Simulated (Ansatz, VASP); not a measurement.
One calculation of In3Se, two programs

The input INCAR:

```
PREC     = Accurate       # precision mode
ENCUT    = 520            # plane-wave cutoff, eV
EDIFF    = 1E-6           # SCF threshold, eV
ISMEAR   = 0              # smearing method
SIGMA    = 0.15           # smearing width, eV
LREAL    = F              # projectors in reciprocal space
LASPH    = T              # aspherical terms in the spheres
NELM     = 60             # most SCF steps
ALGO     = Normal         # electronic algorithm
ISIF     = 2              # what is computed and relaxed
LWAVE    = F              # write WAVECAR
LCHARG   = F              # write CHGCAR
GGA      = PE             # functional
NBANDS   = 30             # bands
```

Contents of KPOINTS:

```
regular mesh
0
Gamma
  10 10 10
```

File POSCAR:

```
In3Se
1.0
    4.9341558288      0.0000000000      0.0000000000
    0.0000000000      4.9341558288      0.0000000000
    0.0000000000      0.0000000000      4.9341558288
In Se
3 1
Direct
    0.0000000000      0.5000000000      0.5000000000
    0.5000000000      0.0000000000      0.5000000000
    0.5000000000      0.5000000000      0.0000000000
    0.0000000000      0.0000000000      0.0000000000
```

Input for Ansatz:

```yaml
crystal:
  lattice:
    - [4.9341558288, 0.0, 0.0]
    - [0.0, 4.9341558288, 0.0]
    - [0.0, 0.0, 4.9341558288]
  atoms:
    - { symbol: In, position: [0.0, 0.5, 0.5] }
    - { symbol: In, position: [0.5, 0.0, 0.5] }
    - { symbol: In, position: [0.5, 0.5, 0.0] }
    - { symbol: Se, position: [0.0, 0.0, 0.0] }
basis:
  ecutwfc: 420
kpoints:
  mp_grid: { grid: [10, 10, 10] }
hamiltonian:
  xc: pbe
scf:
  occupations: { method: gaussian, width: 0.15 }
output:
  forces: true
  stress: true
  eigenvalues: true
```

Change from the starting cell: strain +0.030 along x and y, +0.030 along z, atoms carried along.

Alike in both runs: task single point; functional PBE; k mesh 10 × 10 × 10; occupations gaussian, width 0.15 eV; no spin polarisation.

|  | VASP | Ansatz |
| --- | --- | --- |
| version | VASP 6.6.1 | Ansatz 0.2.0 |
| potentials or method | VASP PAW PBE potentials, release 64 (In_d, Se) | scalar-relativistic, plane waves, PAW |
| plane-wave cutoff (eV) | 520 | 420 |
| valence electrons in the cell | 45 | 55 |

```csv
,VASP,Ansatz,Ansatz less VASP
gap on the k mesh at the Fermi level (eV),none,none,-
pressure (GPa),-2.5,-2.5,+0.01
```

A gap of «none» marks a metal or a gap that the smearing closes. The functional is the same, so the differences come from potentials, cutoffs and numerics. The two sets of potentials don't hold the same shells in valence.
